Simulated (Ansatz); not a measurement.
(100) slab cut from the bulk of ZnS, 15 Å of vacuum:

```yaml
crystal:
  lattice:
    - [3.78763, 0.00000, 0.00000]
    - [0.00000, 3.78763, 0.00000]
    - [0.00000, 0.00000, 28.39130]
  atoms:
    - { symbol: S, position: [0.00000, 0.50000, 0.26417] }
    - { symbol: Zn, position: [0.50000, 0.50000, 0.31133] }
    - { symbol: S, position: [0.50000, 0.00000, 0.35850] }
    - { symbol: Zn, position: [0.00000, 0.00000, 0.40567] }
    - { symbol: S, position: [0.00000, 0.50000, 0.45283] }
    - { symbol: Zn, position: [0.50000, 0.50000, 0.50000] }
    - { symbol: S, position: [0.50000, 0.00000, 0.54717] }
    - { symbol: Zn, position: [0.00000, 0.00000, 0.59433] }
    - { symbol: S, position: [0.00000, 0.50000, 0.64150] }
    - { symbol: Zn, position: [0.50000, 0.50000, 0.68867] }
    - { symbol: S, position: [0.50000, 0.00000, 0.73583] }
```

These are results of Ansatz, DFT PBEsol, scalar-relativistic, plane waves, PAW, not measurements. Plane waves to 420 eV, a k mesh through Γ of 7×7×1 on the computed 11-atom cell and Gaussian smearing (0.05 eV); no spin polarisation. A dipole correction removes the field between periodic images along c.

This base run converges in 9 iterations with a largest force of 0.528 eV/Å and a work function of 7.18 eV on the top face.

One setting at a time is then changed, some of them on purpose to poor values; changes count from the base run, energies are extrapolated to zero smearing, atoms stay where they are, and risky runs are capped at 50 to 100 iterations. The slab isn't stoichiometric (Zn5S6).

(1) What does each change do? cutoff 200 eV; vacuum of 3 Å; occupations methfessel-paxton 0.2 eV; vacuum of 5 Å; no dipole correction, vacuum of 15 Å; field of 4.0 V/Å along c; field of 0.1 V/Å along c; k mesh 10×10×1.

Spin polarisation was left out, and a magnetic state may lie lower. In some of the runs (cutoff 200, vacuum 3, vacuum 5, field 4.0) charge leaks into the vacuum, so their work functions can be off.

Results:

(1)
```csv
change,outcome,SCF iterations,ΔE (meV/atom),Δφ top (eV),largest force (eV/Å),largest change of a force (eV/Å)
cutoff 200 eV,converged with warnings,11,+3113.3,+0.27,0.372,0.156
vacuum of 3 Å,converged with warnings,10,-7.5,-5.88,0.624,0.096
occupations methfessel-paxton 0.2 eV,converged,10,+0.7,-0.01,0.539,0.011
vacuum of 5 Å,converged with warnings,8,-0.4,-0.48,0.522,0.012
"no dipole correction, vacuum of 15 Å",converged,9,0.0,,0.528,0.000
field of 4.0 V/Å along c,converged with warnings,24,-877.2,,0.806,0.529
field of 0.1 V/Å along c,converged,11,-0.5,,0.530,0.002
k mesh 10×10×1,converged,10,+2.9,+0.02,0.577,0.063
```

Cost: 9 runs of about 4.1 core-minutes in all, on Intel Xeon 6975P-C (Granite Rapids) (shared hosts).